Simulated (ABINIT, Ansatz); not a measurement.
## BaS (Fm-3m): a worked LO-TO splitting

How high does the longitudinal optical mode of BaS (Fm-3m) lie, given the transverse one, the Born charge and ε∞?

Calculated with ABINIT 10.8.3; DFT LDA, scalar-relativistic, plane waves, PseudoDojo norm-conserving pseudopotentials.

**1. Set-up**

The structure is cubic, space group Fm-3m (No. 225). Conventional cell: a = 6.285 Å, b = 6.285 Å, c = 6.285 Å, α = 90.00°, β = 90.00°, γ = 90.00°. Nearest to Ba lie 6 S at 3.14 Å. S has 6 Ba at 3.14 Å nearest. Farther neighbours and most contacts between anions are not listed.

Coordinates:

```cif
data_structure
_symmetry_space_group_name_H-M 'P 1'
_symmetry_Int_Tables_number 1
_cell_length_a 4.4444
_cell_length_b 4.4444
_cell_length_c 4.4444
_cell_angle_alpha 60.000
_cell_angle_beta 60.000
_cell_angle_gamma 60.000
_cell_volume 62.08
loop_
_atom_site_label
_atom_site_type_symbol
_atom_site_fract_x
_atom_site_fract_y
_atom_site_fract_z
_atom_site_occupancy
Ba1 Ba 0.00000 0.00000 0.00000 1
S2 S 0.50000 0.50000 0.50000 1
```

This is the cell after its relaxation at this level of theory, not the database cell from which that began.

**2. What the response run gave**

A linear-response run on the relaxed cell, with the response to an electric field; only its zone-centre results are used. Cutoff 21.5 Ha, k mesh 6×6×6.

Numbers of over 12 decimals in the logs are rounded to 6 here.

Log:

```text
[banners, grids, parts of the stress and lines that vanish by symmetry left out]
- input  file    -> dfpt_gamma.abi
- output file    -> dfpt_gamma.abo
- root for input  files -> dfpt_gammai
[...]
DATASET    1 : space group Fm -3 m (#225); Bravais cF (face-center cubic)
[...]
nfft =       46656          nkpt =         112
[...]
DATASET    2 : space group Fm -3 m (#225); Bravais cF (face-center cubic)
[...]
nfft =       46656          nkpt =         112
[...]
== DATASET  1 ==================================================================
[...]
cutoff_energies: {ecut:  21.5, pawecutdg:  -1.0, }
[...]
- 16.00000   6.00000  180309                  znucl, zion, pspdat
[...]
Perturbation : derivative vs k along direction   1
[...]
-ETOT  1  -14.054119295999     -1.405E+01 1.026E-01 0.000E+00
 ETOT  2  -14.072737657128     -1.862E-02 3.717E-03 0.000E+00
 ETOT  3  -14.072923388804     -1.857E-04 5.854E-05 0.000E+00
 ETOT  4  -14.072927500815     -4.112E-06 4.258E-06 0.000E+00
 ETOT  5  -14.072927622981     -1.222E-07 8.287E-08 0.000E+00
[...]
At SCF step   15   max residual=  9.92E-21 < tolwfr=  1.00E-20 =>converged.
[...]
Perturbation : derivative vs k along direction   2
[...]
-ETOT  1  -14.054130889925     -1.405E+01 1.139E-01 0.000E+00
[...]
At SCF step   15   max residual=  9.92E-21 < tolwfr=  1.00E-20 =>converged.
[...]
Perturbation : derivative vs k along direction   3
[...]
-ETOT  1  -14.054119296319     -1.405E+01 1.026E-01 0.000E+00
[...]
At SCF step   15   max residual=  9.92E-21 < tolwfr=  1.00E-20 =>converged.
[...]
1        1       1.9917650733   -0.0000000000
     1        2      -0.9958825366    0.0000000000
     1        3      -0.9958825367   -0.0000000000
     2        1      -0.9958825366    0.0000000000
     2        2       1.9917650733   -0.0000000000
     2        3       0.9958825366   -0.0000000000
     3        1      -0.9958825367   -0.0000000000
     3        2       0.9958825366   -0.0000000000
     3        3       1.9917650733   -0.0000000000
[...]
== DATASET  2 ==================================================================
[...]
cutoff_energies: {ecut:  21.5, pawecutdg:  -1.0, }
[...]
Perturbation : displacement of atom   1   along direction   1
[...]
-ETOT  1   2.159680     -9.062E+02 1.838E+00 4.398E+02
[...]
At SCF step   10       vres2   =  1.75E-13 < tolvrs=  1.00E-10 =>converged.
[...]
Perturbation : displacement of atom   2   along direction   1
[...]
-ETOT  1   2.841061     -5.040E+02 2.991E+00 2.281E+03
[...]
At SCF step    9       vres2   =  1.43E-11 < tolvrs=  1.00E-10 =>converged.
[...]
Perturbation : homogeneous electric field along direction   1
[...]
-ETOT  1  -105.83415739366     -1.058E+02 6.031E+00 2.486E+04
[...]
ETOT  9  -119.05860344036     -5.893E-11 1.449E-12 3.686E-09
 ETOT 10  -119.05860344036     -1.307E-12 4.018E-14 2.513E-11
 At SCF step   10       vres2   =  2.51E-11 < tolvrs=  1.00E-10 =>converged.
[...]
Dielectric tensor, in cartesian coordinates,
[...]
1    4   1    4         5.2542354151        -0.0000000000
   1    4   2    4        -0.0000000000        -0.0000000000
   1    4   3    4        -0.0000000000        -0.0000000000
   2    4   1    4        -0.0000000000        -0.0000000000
   2    4   2    4         5.2542354151        -0.0000000000
   2    4   3    4         0.0000000000        -0.0000000000
   3    4   1    4        -0.0000000000        -0.0000000000
   3    4   2    4         0.0000000000        -0.0000000000
   3    4   3    4         5.2542354151        -0.0000000000
  Effective charges, in cartesian coordinates,
[...]
1    1   1    4         2.6465391046         0.0000000000
   2    1   1    4         0.0000000000         0.0000000000
   3    1   1    4        -0.0000000000         0.0000000000
   1    2   1    4        -2.6588524819         0.0000000000
   2    2   1    4         0.0000000000         0.0000000000
[...]
Effective charges, in cartesian coordinates,
[...]
2    4   1    2         0.0000000000         0.0000000000
   3    4   1    2         0.0000000000         0.0000000000
   1    4   2    2        -0.0000000000         0.0000000000
   2    4   2    2        -2.6588524169         0.0000000000
   3    4   2    2         0.0000000000         0.0000000000
   1    4   3    2         0.0000000000         0.0000000000
   2    4   3    2         0.0000000000         0.0000000000
   3    4   3    2        -2.6588524169         0.0000000000
  Phonon wavevector (reduced coordinates) :  0.00000  0.00000  0.00000
 Phonon energies in Hartree :
[...]
Phonon frequencies in cm-1    :
-  1.606904E-01  1.606906E-01  1.606915E-01  1.523390E+02  1.523390E+02
-  1.523390E+02
  Phonon at Gamma, with non-analyticity in the
[...]
Phonon energies in Hartree :
[...]
Phonon frequencies in cm-1    :
-  1.606904E-01  1.606906E-01  2.729479E-01  1.523390E+02  1.523390E+02
-  2.533025E+02
  Phonon at Gamma, with non-analyticity in the
[...]
Phonon energies in Hartree :
[...]
Phonon frequencies in cm-1    :
-  1.606904E-01  1.606915E-01  2.729474E-01  1.523390E+02  1.523390E+02
-  2.533025E+02
  Phonon at Gamma, with non-analyticity in the
[...]
Phonon energies in Hartree :
[...]
Phonon frequencies in cm-1    :
-  1.606906E-01  1.606915E-01  2.729473E-01  1.523390E+02  1.523390E+02
-  2.533025E+02
[...]
fcart2     0.0000000000E+00  0.0000000000E+00  0.0000000000E+00
           strten2     0.0000000000E+00  0.0000000000E+00  0.0000000000E+00
================================================================================
```

```tsv
quantity	value
cell volume Ω (Å³)	62.077
mass of Ba (u)	137.327
mass of S (u)	32.060
Born charge of Ba, raw (e)	2.647
Born charge of S, raw (e)	-2.659
ε∞	5.254
ω(TO) after the sum rule (cm⁻¹)	152.3
```

**3. The calculation**

The charges must sum to zero over the cell; taking off their mean, -0.006 e, leaves Z* = 2.653 e on Ba. In the polar mode Ba moves against S, so the reduced mass is μ = 137.33 × 32.06 / 169.39 = 25.992 u.

A longitudinal wave builds up a field that adds to the restoring force: ω(LO)² = ω(TO)² + 4π Z*² / (μ Ω ε∞), in Hartree atomic units. With μ = 47380 electron masses and Ω = 418.91 bohr³ the second term is 8.4792e-07 Ha², or 40844 cm⁻² (1 Ha = 219474.6 cm⁻¹).

So ω(LO) = √(23207 + 40844) = 253.1 cm⁻¹, and by the Lyddane-Sachs-Teller relation ε₀ = ε∞ (ω(LO)/ω(TO))² = 14.50.

**4. Check against the program**

The analysis program adds the same non-analytic term to the full matrix.

Log:

```text
[banners, grids, parts of the stress and lines that vanish by symmetry left out]
-outvars_anaddb: echo values of input variables ----------------------

 Flags :
[...]
Dielectric Tensor and Effective Charges
[...]
Effective charge tensors after
[...]
Phonon wavevector (reduced coordinates) :  0.00000  0.00000  0.00000
 Phonon energies in Hartree :
[...]
Phonon energies in meV     :
-  0.000000E+00  0.000000E+00  0.000000E+00  1.888757E+01  1.888757E+01
-  1.888757E+01
 Phonon frequencies in cm-1    :
-  0.000000E+00  0.000000E+00  0.000000E+00  1.523385E+02  1.523385E+02
-  1.523385E+02
 Phonon frequencies in Thz     :
-  0.000000E+00  0.000000E+00  0.000000E+00  4.566993E+00  4.566993E+00
-  4.566993E+00
 Phonon energies in Kelvin  :
-  0.000000E+00  0.000000E+00  0.000000E+00  2.191811E+02  2.191811E+02
-  2.191811E+02
[...]
-  1  0.00000000E+00  0.00000000E+00 -1.79958433E-03
-     0.00000000E+00  0.00000000E+00  0.00000000E+00
-  2  0.00000000E+00  0.00000000E+00 -1.79958470E-03
-     0.00000000E+00  0.00000000E+00  0.00000000E+00
[...]
-  1  0.00000000E+00  1.79958433E-03  0.00000000E+00
-     0.00000000E+00  0.00000000E+00  0.00000000E+00
-  2  0.00000000E+00  1.79958470E-03  0.00000000E+00
-     0.00000000E+00  0.00000000E+00  0.00000000E+00
[...]
-  1  1.79958433E-03  0.00000000E+00  0.00000000E+00
-     0.00000000E+00  0.00000000E+00  0.00000000E+00
-  2  1.79958470E-03  0.00000000E+00  0.00000000E+00
-     0.00000000E+00  0.00000000E+00  0.00000000E+00
[...]
-  1  0.00000000E+00  0.00000000E+00  8.69594367E-04
-     0.00000000E+00  0.00000000E+00  0.00000000E+00
-  2  0.00000000E+00 -2.22046962E-07 -3.72415522E-03
-     0.00000000E+00  0.00000000E+00  0.00000000E+00
[...]
-  1  0.00000000E+00  8.69594367E-04  0.00000000E+00
-     0.00000000E+00  0.00000000E+00  0.00000000E+00
-  2 -1.36170459E-07 -3.72415522E-03  2.22047851E-07
-     0.00000000E+00  0.00000000E+00  0.00000000E+00
[...]
-  1  8.69594368E-04  0.00000000E+00  0.00000000E+00
-     0.00000000E+00  0.00000000E+00  0.00000000E+00
-  2 -3.72415523E-03  1.36171908E-07  0.00000000E+00
-     0.00000000E+00  0.00000000E+00  0.00000000E+00
[...]
-     1          0.000000    -0.000000     0.000000     0.000000
-     2         -0.000000    -0.000000    -0.000000     0.000000
-     3         -0.000000     0.000000    -0.000000     0.000000
-     4          0.000021     0.000190     3.186391     3.186391
-     5          0.000117     3.186391    -0.000190     3.186391
-     6          3.186391    -0.000117    -0.000021     3.186391
[...]
-   1     Real    0.0000E+00  0.0000E+00  0.0000E+00  0.0000E+00  0.0000E+00  0.0000E+00  0.0000E+00
[...]
-  3.137659E+01
 Phonon frequencies in cm-1    :
-  0.000000E+00  0.000000E+00  0.000000E+00  1.523385E+02  1.523385E+02
-  2.530692E+02
 Phonon frequencies in Thz     :
-  0.000000E+00  0.000000E+00  0.000000E+00  4.566993E+00  4.566993E+00
-  7.586825E+00
 Phonon energies in Kelvin  :
-  0.000000E+00  0.000000E+00  0.000000E+00  2.191811E+02  2.191811E+02
-  3.641102E+02
[...]
-  1  0.00000000E+00  0.00000000E+00 -1.79958433E-03
-     0.00000000E+00  0.00000000E+00  0.00000000E+00
-  2  0.00000000E+00  0.00000000E+00 -1.79958470E-03
-     0.00000000E+00  0.00000000E+00  0.00000000E+00
[...]
Phonon at Gamma, with non-analyticity in the
[...]
Phonon energies in Hartree :
[...]
Phonon energies in meV     :
-  0.000000E+00  0.000000E+00  0.000000E+00  1.888757E+01  1.888757E+01
-  3.137659E+01
 Phonon frequencies in cm-1    :
-  0.000000E+00  0.000000E+00  0.000000E+00  1.523385E+02  1.523385E+02
-  2.530692E+02
 Phonon frequencies in Thz     :
-  0.000000E+00  0.000000E+00  0.000000E+00  4.566993E+00  4.566993E+00
-  7.586825E+00
 Phonon energies in Kelvin  :
-  0.000000E+00  0.000000E+00  0.000000E+00  2.191811E+02  2.191811E+02
-  3.641102E+02
[...]
Phonon at Gamma, with non-analyticity in the
[...]
Phonon energies in Hartree :
[...]
Phonon energies in meV     :
-  0.000000E+00  0.000000E+00  0.000000E+00  1.888757E+01  1.888757E+01
-  3.137659E+01
 Phonon frequencies in cm-1    :
-  0.000000E+00  0.000000E+00  0.000000E+00  1.523385E+02  1.523385E+02
-  2.530692E+02
 Phonon frequencies in Thz     :
-  0.000000E+00  0.000000E+00  0.000000E+00  4.566993E+00  4.566993E+00
-  7.586825E+00
 Phonon energies in Kelvin  :
-  0.000000E+00  0.000000E+00  0.000000E+00  2.191811E+02  2.191811E+02
-  3.641102E+02
[...]
-  1  2.01172221E-07 -1.79958423E-03 -6.11424619E-07
-     0.00000000E+00  0.00000000E+00  0.00000000E+00
-  2  2.01250303E-07 -1.79958452E-03 -6.11346703E-07
-     0.00000000E+00  0.00000000E+00  0.00000000E+00
[...]
-  1  1.79958432E-03  2.01147087E-07  0.00000000E+00
-     0.00000000E+00  0.00000000E+00  0.00000000E+00
-  2  1.79958461E-03  2.01069089E-07  0.00000000E+00
-     0.00000000E+00  0.00000000E+00  0.00000000E+00
[...]
-  1  1.02337059E-04  5.57307048E-04 -6.59644107E-04
-     0.00000000E+00  0.00000000E+00  0.00000000E+00
-  2 -4.38272264E-04 -2.38674264E-03  2.82501490E-03
-     0.00000000E+00  0.00000000E+00  0.00000000E+00
[...]
-  1  7.02607077E-04 -4.39930031E-04 -2.62677046E-04
-     0.00000000E+00  0.00000000E+00  0.00000000E+00
-  2 -3.00900962E-03  1.88405972E-03  1.12494989E-03
-     0.00000000E+00  0.00000000E+00  0.00000000E+00
[...]
Direction                     Dielectric constant
[...]
0.00000   0.00000   1.00000     14.50003239
   1.00000   1.00000   1.00000     14.50003239
-
```

```tsv
quantity	by hand	program
ω(LO) (cm⁻¹)	253.1	253.1
ε₀	14.50	14.50
```

**5. Results**

| Property | Result |
| --- | --- |
| TO mode | 152.3 cm⁻¹ |
| LO mode | 253.1 cm⁻¹ |
| static dielectric constant | 14.5 |

The LO mode of BaS (Fm-3m) lies at 253 cm⁻¹, 101 cm⁻¹ above the TO mode; the formula meets the program within 0.1 cm⁻¹, as it must for a cubic crystal with one polar mode. ω(LO)² − ω(TO)² goes with Z*²/ε∞: an error of 5 % in ε∞ would move the LO mode by 3.9 cm⁻¹, and semilocal functionals tend to overestimate ε∞. These are harmonic values at zero temperature, at the volume of this functional, for the structure held cubic; stability elsewhere in the zone is no part of this calculation.

[Host names and launcher messages were left out of these logs when they were recorded.]

[Logs are printed without paths, hosts, clocks, repeated set-up lines and the standing remarks that a program may print on its own settings, such as how far it seeks lower states.]

[Hosts, paths, dates, database ids (printed as entryN), source tags and the programs' standing remarks are cut or masked in the printed files.]
